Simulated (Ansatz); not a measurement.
Input of an Ansatz 0.2.0 run:

input.yaml

```yaml
crystal:
  lattice:
    - [3.4762295762, 0.0, 0.0]
    - [-1.7381147881, 3.0105031223, 0.0]
    - [0.0, 0.0, 4.148076]
  atoms:
    - { symbol: Cd, position: [0.0, 0.0, 0.0] }
    - { symbol: O, position: [0.3333333333, 0.6666666667, 0.244219] }
    - { symbol: O, position: [0.6666666667, 0.3333333333, 0.755781] }
hamiltonian:
  xc: r2scan
  pseudopotentials: { kind: paw }
kpoints:
  mp_grid: { grid: [9, 9, 7] }
  band_path:
    path:
      - [[0.0, 0.0, 0.0], [0.5, 0.0, 0.0], [0.3333333333, 0.3333333333, 0.0], [0.0, 0.0, 0.0], [0.0, 0.0, 0.5], [0.5, 0.0, 0.5], [0.3333333333, 0.3333333333, 0.5], [0.0, 0.0, 0.5]]
      - [[0.5, 0.0, 0.5], [0.5, 0.0, 0.0]]
      - [[0.3333333333, 0.3333333333, 0.0], [0.3333333333, 0.3333333333, 0.5]]
    npoints: 14
scf:
  occupations: { method: fermi_dirac, width: 0.05 }
  n_extra_bands: 7
output:
  forces: true
  stress: true
  eigenvalues: true
  fatbands: false
  write_density: true
  write_potential: true
  elf: true
  volumetric_format: npy
```

Potentials or basis: Ansatz PAW.

Command:

```sh
$ ansatz run input.yaml --threads 2 --pin off --max-ram 5632MiB --backend cpu --events-out ev --progress --plain --runs-dir out
```

**Question.** Predict the band gap on the k mesh.

**Answer.** None (metal or under the smearing width).

**Question.** What does it give for the pressure?

**Answer.** -9.8 GPa.

**Question.** Predict the largest force.

**Answer.** 0.248 eV/Å.

Forces in eV/Å, atoms in the order of the input:
```
Cd   0.000  0.000  0.000
O    0.000  0.000 -0.248
O    0.000  0.000  0.248
```

Caveat: the PAW data sets come from PBE, with cores solved anew for the run's functional, which leaves a small shift of forces and pressure.
